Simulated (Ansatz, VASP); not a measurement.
## H6Os: VASP beside Ansatz

File INCAR:

```
PREC = Accurate
ENCUT = 600
EDIFF = 1E-6
ISMEAR = 0
SIGMA = 0.1
LREAL = F
LASPH = T
NELM = 100
ALGO = Normal
ISIF = 3
LWAVE = F
LCHARG = F
GGA = PE
IBRION = 2
NSW = 90
EDIFFG = -0.04
```

File KPOINTS:

```
regular mesh
0
Gamma
  4 4 6
```

POSCAR

```
H6Os
1.0
    3.8783768416      0.0000000000      0.0000000000
    0.0000000000      3.8783768416      0.0000000000
    0.0000000000      0.0000000000      2.5192810011
H Os
6 1
Direct
    0.3160684384      0.3160684384      0.5000000000
    0.6839315616      0.6839315616      0.5000000000
    0.6839315616      0.3160684384      0.5000000000
    0.3160684384      0.6839315616      0.5000000000
    0.0000000000      0.5000000000      0.0000000000
    0.5000000000      0.0000000000      0.0000000000
    0.0000000000      0.0000000000      0.5000000000
```

Input for Ansatz:

```yaml
crystal:
  lattice:
    - [3.8783768416, 0.0, 0.0]
    - [0.0, 3.8783768416, 0.0]
    - [0.0, 0.0, 2.5192810011]
  atoms:
    - { symbol: H, position: [0.3160684384, 0.3160684384, 0.5] }
    - { symbol: H, position: [0.6839315616, 0.6839315616, 0.5] }
    - { symbol: H, position: [0.6839315616, 0.3160684384, 0.5] }
    - { symbol: H, position: [0.3160684384, 0.6839315616, 0.5] }
    - { symbol: H, position: [0.0, 0.5, 0.0] }
    - { symbol: H, position: [0.5, 0.0, 0.0] }
    - { symbol: Os, position: [0.0, 0.0, 0.5] }
basis:
  ecutwfc: 420
kpoints:
  mp_grid: { grid: [4, 4, 6] }
hamiltonian:
  xc: pbe
scf:
  occupations: { method: gaussian, width: 0.1 }
  lower_state_search: "off"
output:
  forces: true
  stress: true
  eigenvalues: true
relax:
  adjacent_minimum: "off"
  f_tol: 0.04
  max_steps: 70
  cell: { stress_tol: 0.4 }
```

Alike in both runs: task relaxation of cell and atoms; functional PBE; k mesh 4 × 4 × 6; occupations gaussian, width 0.1 eV; no spin polarisation.

|  | VASP | Ansatz |
| --- | --- | --- |
| version | VASP 6.6.1 | Ansatz 0.2.0 |
| potentials or method | VASP PAW PBE potentials, release 64 (H, Os) | scalar-relativistic, plane waves, PAW |
| plane-wave cutoff (eV) | 600 | 420 |
| valence electrons in the cell | 14 | 22 |

```tsv
	VASP	Ansatz	Ansatz less VASP
gap on the k mesh at the Fermi level, each at its own relaxed structure (eV)	none	none	-
relaxed volume (Å³/atom)	5.40	5.39	-0.012
relaxed cell length with the largest relative difference (Å)	3.842	3.838	-0.0040
energy change over the relaxation (meV/atom)	-3	-3	0.0
```

A gap of «none» marks a metal or a gap that the smearing closes. The two sets of potentials don't hold the same shells in valence.

Caveats: the k mesh is coarse (spacing up to 0.42 Å⁻¹), so the values aren't converged. Spin-orbit coupling is left out, which matters for the levels of Os.
